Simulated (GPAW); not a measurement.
# MoS2 (P-3m1) in GPAW: further runs

The runs below take MoS2 through relaxation of cell and atoms, with PBEsol.

Everything below comes from runs of GPAW 26.7.0. Logs are shortened: lines on timing, memory, paths and dates and some standing lists are left out, and cuts for length are marked. The log counts tension as positive stress, the text compression.

### Step 1. The crystal as given

It takes space group P-3m1 (No. 164, trigonal). Conventional cell: a = 3.227 Å, b = 3.227 Å, c = 6.312 Å, α = 90.00°, β = 90.00°, γ = 120.00°. Mo (site symmetry -3m) has 6 S at 2.42 Å as nearest neighbours. S (site symmetry 3m) has 3 Mo at 2.42 Å as nearest neighbours.

Measurements of this composition are mostly on another form, of space group No. 194.

### Step 2. Relaxation of cell and atoms, PBEsol, target pressure 10 GPa, at which the enthalpy is minimised

The input, run.py:

```python
from ase import Atoms
from ase.filters import FrechetCellFilter
from ase.io import write
from ase.optimize import BFGS
from ase.units import GPa
from gpaw import GPAW, PW, setup_paths

setup_paths.insert(0, '.')

atoms = Atoms(['Mo', 'S', 'S'],
              cell=[[3.2274645616, 0.0, 0.0],
                    [-1.6137322808, 2.7950663001, 0.0],
                    [0.0, 0.0, 6.31247342]],
              scaled_positions=[[0.0, 0.0, 0.5],
                                [0.6666666667, 0.3333333333, 0.74468068],
                                [0.3333333333, 0.6666666667, 0.25531932]],
              pbc=True)

calc = GPAW(mode=PW(600),
            xc='PBEsol',
            kpts={'size': (7, 7, 3), 'gamma': True},
            occupations={'name': 'fermi-dirac', 'width': 0.05},
            nbands=25,
            convergence={'density': 1e-05, 'forces': 0.0001},
            maxiter=150,
            txt='gpaw.txt')
atoms.calc = calc
opt = BFGS(FrechetCellFilter(atoms, scalar_pressure=10 * GPa), trajectory='relax.traj', logfile='-')
done = opt.run(fmax=0.02, steps=60)
calc.write('gs.gpw')
write('result.traj', atoms)
print('Converged:', done)
print('Cell:', atoms.cell.cellpar().round(4))
print('Volume:', round(atoms.get_volume(), 4))
print(atoms.get_scaled_positions().round(5))
```

Potentials or basis: PAW data sets generated in the run's folder for this functional, pw.

Launch:

```sh
gpaw-setup -f PBEsol Mo S
OMP_NUM_THREADS=1 python run.py
```

gpaw.txt:

```text
__  _  _
 | _ |_)|_||  |
 |__||  | ||/\| - 26.7.0

Input parameters:
  mode=PW(ecut=600.0),
  convergence={'density': 1e-05, 'forces': 0.0001},
  kpts=MonkhorstPack(size=(7, 7, 3), gamma=True),
  maxiter=150,
  nbands=25,
  occupations=Occupations(name='fermi-dirac', width=0.05),
  xc=XC(name='PBEsol')

Diagonalizing LCAO Hamiltonian
Converting LCAO to pw mode

            S

       Mo
         S
[... 244 lines left out ...]
       Mo
         S

Atoms  # Å, Bohr magnetons
|   | symbol |         x |         y |        z |    initial magnetic moments |
|---|--------|-----------|-----------|----------|-----------------------------|
| 0 |     Mo |  0.000000 | -0.000000 | 3.136590 | ( 0.0000,  0.0000,  0.0000) |
| 1 |      S |  1.600650 |  0.924135 | 4.671495 | ( 0.0000,  0.0000,  0.0000) |
| 2 |      S | -0.000000 |  1.848271 | 1.601685 | ( 0.0000,  0.0000,  0.0000) |

Unit cell  # Å
| periodic |         x |         y |         z |  lengths |     angles |
|----------|-----------|-----------|-----------|----------|------------|
|      yes |  3.201299 | -0.000000 |  0.000000 | 3.201299 |  90.000000 |
|      yes | -1.600650 |  2.772406 | -0.000000 | 3.201299 |  90.000000 |
|      yes |  0.000000 | -0.000000 |  6.273181 | 6.273181 | 120.000000 |
[... 151 lines left out ...]
SCF iterations
|iter     | |      energy | eigst |  dens |force |
|---------|-|-------------|-------|-------|------|
|iter:   1| |  -22.893054 | -1.24 |       |      |
|iter:   2| |  -22.884073 | -3.27 | -1.80 |      |
|iter:   3| |  -22.859522 | -3.36 | -1.85 |      |
|iter:   4| |  -22.854582 | -3.57 | -2.22 |      |
|iter:   5| |  -22.854638c| -5.00 | -2.96 |      |
|iter:   6| |  -22.854742c| -5.41 | -3.25 |      |
|iter:   7| |  -22.854749c| -6.34 | -3.73 |      |
|iter:   8| |  -22.854749c| -7.98c| -4.47 |      |
|iter:   9| |  -22.854749c| -8.16c| -5.02c|      |
|iter:  10| |  -22.854749c| -8.91c| -6.06c|-3.99 |
|iter:  11| |  -22.854749c| -9.58c| -6.49c|-4.40c|

Converged in 11 steps
Energy contributions relative to reference atoms: (reference = -131755.109894)

Energy contributions:
  Kinetic:          -1.690173
  Coulomb:          -4.167712
  Zero:             -0.122870
  External:          0.000000
  Xc:              -16.866149
  Entropy:          -0.015689
  Spinorbit:         0.000000
  ----------------------------
  Free energy:     -22.862593
  Extrapolated:    -22.854749
[... 52 lines left out ...]
Atoms  # Å, Bohr magnetons
|   | symbol |         x |        y |        z |    initial magnetic moments |
|---|--------|-----------|----------|----------|-----------------------------|
| 0 |     Mo |  0.000000 | 0.000000 | 3.067958 | ( 0.0000,  0.0000,  0.0000) |
| 1 |      S |  1.550871 | 0.895396 | 4.589484 | ( 0.0000,  0.0000,  0.0000) |
| 2 |      S | -0.000000 | 1.790791 | 1.546433 | ( 0.0000,  0.0000,  0.0000) |

Unit cell  # Å
| periodic |         x |         y |        z |  lengths |     angles |
|----------|-----------|-----------|----------|----------|------------|
|      yes |  3.101741 |  0.000000 | 0.000000 | 3.101741 |  90.000000 |
|      yes | -1.550871 |  2.686187 | 0.000000 | 3.101741 |  90.000000 |
|      yes |  0.000000 | -0.000000 | 6.135917 | 6.135917 | 120.000000 |

Number of symmetries: 12
Symmetry operations  # r_c * U_cc + t_c -> r_c
|    | kind |            matrix            |
|----|------|------------------------------|
|  0 |  σ   |  1, 1, 0,  0,-1, 0,  0, 0, 1 |
|  1 |  S6  |  1, 1, 0, -1, 0, 0,  0, 0,-1 |
|  2 |  E   |  1, 0, 0,  0, 1, 0,  0, 0, 1 |
|  3 |  C2  |  1, 0, 0, -1,-1, 0,  0, 0,-1 |
|  4 |  C2  |  0, 1, 0,  1, 0, 0,  0, 0,-1 |
|  5 |  C3  |  0, 1, 0, -1,-1, 0,  0, 0, 1 |
|  6 |  S6  |  0,-1, 0,  1, 1, 0,  0, 0,-1 |
|  7 |  σ   |  0,-1, 0, -1, 0, 0,  0, 0, 1 |
|  8 |  σ   | -1, 0, 0,  1, 1, 0,  0, 0, 1 |
[... 1182 lines left out ...]
Stress tensor  # eV/Ang^3
|         x |         y |         z |
|-----------|-----------|-----------|
| -0.073654 | -0.000000 |  0.000000 |
|  0.000000 | -0.073654 |  0.000000 |
|  0.000000 |  0.000000 | -0.030145 |

Forces  # eV/Ang
|        x |       y |        z |
|----------|---------|----------|
|  0.00000 | 0.00000 |  0.00000 |  # Mo   0
|  0.00000 | 0.00000 |  0.10103 |  # S    1
| -0.00000 | 0.00000 | -0.10103 |  # S    2

Interpolating wave functions to new cell
[... 744 lines left out ...]
Atoms  # Å, Bohr magnetons
|   | symbol |         x |        y |        z |    initial magnetic moments |
|---|--------|-----------|----------|----------|-----------------------------|
| 0 |     Mo | -0.000000 | 0.000000 | 2.677474 | ( 0.0000,  0.0000,  0.0000) |
| 1 |      S |  1.548911 | 0.894264 | 4.260253 | ( 0.0000,  0.0000,  0.0000) |
| 2 |      S | -0.000000 | 1.788528 | 1.094695 | ( 0.0000,  0.0000,  0.0000) |

Unit cell  # Å
| periodic |         x |         y |        z |  lengths |     angles |
|----------|-----------|-----------|----------|----------|------------|
|      yes |  3.097821 | -0.000000 | 0.000000 | 3.097821 |  90.000000 |
|      yes | -1.548911 |  2.682792 | 0.000000 | 3.097821 |  90.000000 |
|      yes | -0.000000 |  0.000000 | 5.354949 | 5.354949 | 120.000000 |

Number of symmetries: 12
Symmetry operations  # r_c * U_cc + t_c -> r_c
|    | kind |            matrix            |
|----|------|------------------------------|
|  0 |  σ   |  1, 1, 0,  0,-1, 0,  0, 0, 1 |
|  1 |  S6  |  1, 1, 0, -1, 0, 0,  0, 0,-1 |
|  2 |  E   |  1, 0, 0,  0, 1, 0,  0, 0, 1 |
|  3 |  C2  |  1, 0, 0, -1,-1, 0,  0, 0,-1 |
|  4 |  C2  |  0, 1, 0,  1, 0, 0,  0, 0,-1 |
|  5 |  C3  |  0, 1, 0, -1,-1, 0,  0, 0, 1 |
|  6 |  S6  |  0,-1, 0,  1, 1, 0,  0, 0,-1 |
|  7 |  σ   |  0,-1, 0, -1, 0, 0,  0, 0, 1 |
|  8 |  σ   | -1, 0, 0,  1, 1, 0,  0, 0, 1 |
[... 219 lines left out ...]
Atoms  # Å, Bohr magnetons
|   | symbol |         x |        y |        z |    initial magnetic moments |
|---|--------|-----------|----------|----------|-----------------------------|
| 0 |     Mo | -0.000000 | 0.000000 | 2.670803 | ( 0.0000,  0.0000,  0.0000) |
| 1 |      S |  1.553973 | 0.897187 | 4.235581 | ( 0.0000,  0.0000,  0.0000) |
| 2 |      S | -0.000000 | 1.794374 | 1.106026 | ( 0.0000,  0.0000,  0.0000) |

Unit cell  # Å
| periodic |         x |        y |         z |  lengths |     angles |
|----------|-----------|----------|-----------|----------|------------|
|      yes |  3.107947 | 0.000000 | -0.000000 | 3.107947 |  90.000000 |
|      yes | -1.553973 | 2.691561 |  0.000000 | 3.107947 |  90.000000 |
|      yes | -0.000000 | 0.000000 |  5.341606 | 5.341606 | 120.000000 |

Number of symmetries: 12
Symmetry operations  # r_c * U_cc + t_c -> r_c
|    | kind |            matrix            |
|----|------|------------------------------|
|  0 |  σ   |  1, 1, 0,  0,-1, 0,  0, 0, 1 |
|  1 |  S6  |  1, 1, 0, -1, 0, 0,  0, 0,-1 |
|  2 |  E   |  1, 0, 0,  0, 1, 0,  0, 0, 1 |
|  3 |  C2  |  1, 0, 0, -1,-1, 0,  0, 0,-1 |
|  4 |  C2  |  0, 1, 0,  1, 0, 0,  0, 0,-1 |
|  5 |  C3  |  0, 1, 0, -1,-1, 0,  0, 0, 1 |
|  6 |  S6  |  0,-1, 0,  1, 1, 0,  0, 0,-1 |
|  7 |  σ   |  0,-1, 0, -1, 0, 0,  0, 0, 1 |
|  8 |  σ   | -1, 0, 0,  1, 1, 0,  0, 0, 1 |
[... 204 lines left out ...]
Forces  # eV/Ang
|        x |        y |        z |
|----------|----------|----------|
|  0.00000 |  0.00000 |  0.00000 |  # Mo   0
| -0.00000 |  0.00000 |  0.01410 |  # S    1
|  0.00000 | -0.00000 | -0.01410 |  # S    2

# Writing to gs.gpw (mode='')
```

Run time: 3.6 min. Hardware: 1 thread of Arm Neoverse V1, shared host; peak memory 0.27 GiB.

What came out:

```yaml
Free_energy: -22.7152 eV
Relaxed_volume: 14.89 Å³/atom
Relaxed_cell: a = 3.108 Å, b = 3.108 Å, c = 5.342 Å, α = 90.00°, β = 90.00°, γ = 120.00°
Space_group_after_relaxing_to_0.05_Å: P-3m1 (No. 164)
Energy_change_on_relaxing_the_enthalpy_is_what_falls: +42.9 meV/atom
Ionic_steps: 12
Pressure_after_relaxing: 10.0 GPa
Largest_force_after_relaxing: 0.014 eV/Å
Band_gap_on_the_k_mesh: none (metal or under the smearing width)
```

Forces on the atoms (eV/Å):
```
Mo   0.000  0.000  0.000
S    0.000  0.000  0.014
S    0.000  0.000 -0.014
```

Stress tensor (GPa, compression positive):
```
 9.86  0.00  0.00
 0.00  9.86  0.00
 0.00  0.00 10.17
```

Step by step:
```csv
step,energy change (eV),largest force (eV/Å),pressure (GPa),volume (Å³)
1,0.0000,0.0015,-3.31,56.94
2,-0.0156,0.3472,-0.33,55.68
3,0.0879,1.4714,11.33,51.12
4,0.0944,1.3994,12.25,50.08
5,0.2348,0.0751,13.18,45.64
6,0.0949,0.1877,9.66,47.42
7,0.1000,0.1010,9.48,47.24
8,0.1356,0.3193,8.85,46.01
9,0.1548,0.4533,8.69,45.20
10,0.1779,0.4356,8.97,44.11
11,0.1435,0.2442,9.18,44.50
12,0.1287,0.0141,9.97,44.68
```

Final structure:
```
Mo S
1.0
     3.10795    0.00000    0.00000
    -1.55397    2.69156    0.00000
     0.00000    0.00000    5.34161
Mo S
1 2
Direct
  0.00000 0.00000 0.50000
  0.66667 0.33333 0.79294
  0.33333 0.66667 0.20706
```

Levels at points of the mesh, in eV from the Fermi level:
```tsv
k point	band 11	band 12	band 13	band 14	band 15	band 16
(0.00, 0.00, 0.00)	-0.88	-0.88	-0.18	0.07	0.07	2.66
```

Caveat: later steps reuse the first step's grids; the volume moved by over 15 % at a fixed basis, so the end points are rough; this functional lacks dispersion, which binds the layers, so the pressure and a relaxed spacing across them are unreliable.

### Step 3. Relaxation of cell and atoms, PBEsol, target pressure 20 GPa, at which the enthalpy is minimised

run.py, as its differences from that of step 2:

```diff
@@ -27,3 +27,3 @@
 atoms.calc = calc
-opt = BFGS(FrechetCellFilter(atoms, scalar_pressure=10 * GPa), trajectory='relax.traj', logfile='-')
+opt = BFGS(FrechetCellFilter(atoms, scalar_pressure=20 * GPa), trajectory='relax.traj', logfile='-')
 done = opt.run(fmax=0.02, steps=60)
```

Potentials or basis: PAW data sets generated in the run's folder for this functional, pw.

Launch:

```sh
gpaw-setup -f PBEsol Mo S
OMP_NUM_THREADS=1 python run.py
```

Run time: 3.4 min. Hardware: 1 thread of Arm Neoverse V1, shared host; peak memory 0.25 GiB.

It converged, with:

| Item | Value |
| --- | --- |
| Free energy | -22.4239 eV |
| Relaxed volume | 13.83 Å³/atom |
| Relaxed cell | a = 3.051 Å, b = 3.051 Å, c = 5.146 Å, α = 90.00°, β = 90.00°, γ = 120.00° |
| Space group after relaxing (to 0.05 Å) | P-3m1 (No. 164) |
| Energy change on relaxing (the enthalpy is what falls) | +139.9 meV/atom |
| Ionic steps | 11 |
| Pressure after relaxing | 19.9 GPa |
| Largest force after relaxing | 0.014 eV/Å |
| Band gap on the k mesh | none (metal or under the smearing width) |

Forces on the atoms (eV/Å):
```
Mo   0.000  0.000  0.000
S    0.000  0.000 -0.014
S    0.000  0.000  0.014
```

Stress tensor (GPa, compression positive):
```
19.97  0.00  0.00
 0.00 19.97  0.00
 0.00  0.00 19.83
```

The path:
```
step  energy change (eV)  largest force (eV/Å)  pressure (GPa)  volume (Å³)
   1              0.0000                0.0015           -3.31        56.94
   2             -0.0101                0.6355            2.12        54.74
   3              0.3697                2.5859           23.10        47.98
   4              0.3777                2.3655           24.17        46.61
   5              0.7050                0.1499           26.43        41.83
   6              0.3715                0.1523           19.10        43.97
   7              0.3704                0.1236           19.05        43.85
   8              0.3787                0.0234           19.44        42.47
   9              0.4522                0.0969           20.45        41.24
  10              0.4103                0.0005           19.78        41.57
  11              0.4196                0.0136           19.93        41.49
```

Final structure:
```xyz
3
Lattice="3.0512 0.0000 0.0000 -1.5256 2.6425 0.0000 0.0000 0.0000 5.1460" Properties=species:S:1:pos:R:3 pbc="T T T"
Mo    0.0000    0.0000    2.5730
S     1.5256    0.8808    4.1443
S     0.0000    1.7616    1.0017
```

Levels at points of the mesh, in eV from the Fermi level:
```tsv
k point	band 9	band 10	band 11	band 12	band 13	band 14	band 15	band 16	band 17	band 18
(0.00, 0.00, 0.00)	-4.16	-1.92	-0.91	-0.91	0.13	0.13	0.33	2.24	2.24	5.06
```

Caveat: later steps reuse the first step's grids; the volume moved by over 15 % at a fixed basis, so the end points are rough; this functional lacks dispersion, which binds the layers, so the pressure and a relaxed spacing across them are unreliable.

### Step 4. Relaxation of cell and atoms, PBEsol, target pressure 30 GPa, at which the enthalpy is minimised

run.py, as its differences from that of step 3:

```diff
@@ -27,3 +27,3 @@
 atoms.calc = calc
-opt = BFGS(FrechetCellFilter(atoms, scalar_pressure=20 * GPa), trajectory='relax.traj', logfile='-')
+opt = BFGS(FrechetCellFilter(atoms, scalar_pressure=30 * GPa), trajectory='relax.traj', logfile='-')
 done = opt.run(fmax=0.02, steps=60)
```

Launch:

```sh
gpaw-setup -f PBEsol Mo S
OMP_NUM_THREADS=1 python run.py
```

Wall time 3.6 min (1 thread of Arm Neoverse V1, shared host); peak memory 0.26 GiB.

The run converged. Its results:

| Property | Result |
| --- | --- |
| Free energy | -22.0968 eV |
| Relaxed volume | 13.13 Å³/atom |
| Relaxed cell | a = 3.004 Å, b = 3.004 Å, c = 5.040 Å, α = 90.00°, β = 90.00°, γ = 120.00° |
| Space group after relaxing (to 0.05 Å) | P-3m1 (No. 164) |
| Energy change on relaxing (the enthalpy is what falls) | +249.0 meV/atom |
| Ionic steps | 12 |
| Pressure after relaxing | 30.1 GPa |
| Largest force after relaxing | 0.017 eV/Å |
| Band gap on the k mesh | none (metal or under the smearing width) |

Forces on the atoms (eV/Å):
```
Mo   0.000  0.000  0.000
S    0.000  0.000  0.017
S    0.000  0.000 -0.017
```

Stress tensor (GPa, compression positive):
```
30.07  0.00  0.00
 0.00 30.07  0.00
 0.00  0.00 30.18
```

Step by step:
| step | energy change (eV) | largest force (eV/Å) | pressure (GPa) | volume (Å³) |
| --- | --- | --- | --- | --- |
| 1 | 0.0000 | 0.0015 | -3.31 | 56.94 |
| 2 | 0.0099 | 0.9377 | 4.75 | 53.82 |
| 3 | 0.7553 | 3.6529 | 35.26 | 45.45 |
| 4 | 0.7534 | 3.1385 | 36.63 | 43.87 |
| 5 | 1.0276 | 0.0417 | 35.86 | 40.10 |
| 6 | 0.7292 | 0.1121 | 29.00 | 41.43 |
| 7 | 0.6620 | 0.1157 | 27.56 | 41.61 |
| 8 | 0.4782 | 0.1122 | 22.95 | 41.44 |
| 9 | 0.5736 | 0.1552 | 23.38 | 40.49 |
| 10 | 0.6307 | 0.0542 | 26.77 | 40.05 |
| 11 | 0.7408 | 0.0619 | 30.16 | 39.42 |
| 12 | 0.7471 | 0.0174 | 30.11 | 39.39 |

Final structure:
```cif
data_structure
_symmetry_space_group_name_H-M 'P 1'
_symmetry_Int_Tables_number 1
_cell_length_a 3.0040
_cell_length_b 3.0040
_cell_length_c 5.0397
_cell_angle_alpha 90.000
_cell_angle_beta 90.000
_cell_angle_gamma 120.000
_cell_volume 39.39
loop_
_atom_site_label
_atom_site_type_symbol
_atom_site_fract_x
_atom_site_fract_y
_atom_site_fract_z
_atom_site_occupancy
Mo1 Mo 0.00000 0.00000 0.50000 1
S1 S 0.66667 0.33333 0.81217 1
S2 S 0.33333 0.66667 0.18783 1
```

Levels at points of the mesh, in eV from the Fermi level:
```csv
k point,band 11,band 12,band 13,band 14,band 15,band 16
"(0.00, 0.00, 0.00)",-0.94,-0.94,0.18,0.18,0.65,1.96
```

Caveat: later steps reuse the first step's grids; the volume moved by over 15 % at a fixed basis, so the end points are rough; this functional lacks dispersion, which binds the layers, so the pressure and a relaxed spacing across them are unreliable.

### Step 5. The runs side by side

```tsv
cell	target pressure	gap on the mesh (eV)	pressure (GPa)	largest force (eV/Å)
relaxed to 10 GPa	10 GPa	none	10.0	0.01
relaxed to 20 GPa	20 GPa	none	19.9	0.01
relaxed to 30 GPa	30 GPa	none	30.1	0.02
```

Alike in all rows: task relaxation of cell and atoms; level PBEsol; potentials or basis PAW data sets generated in the run's folder for this functional, pw; no spin polarisation; k mesh 7 × 7 × 3; cutoff (eV) 600; smearing fermi-dirac 0.05 eV.

Caveats: later steps reuse the first step's grids; the volume moved by over 15 % at a fixed basis, so the end points are rough; this functional lacks dispersion, which binds the layers, so the pressure and a relaxed spacing across them are unreliable.

Total energies depend on the potentials used, so only differences within one code and one set of settings carry meaning.
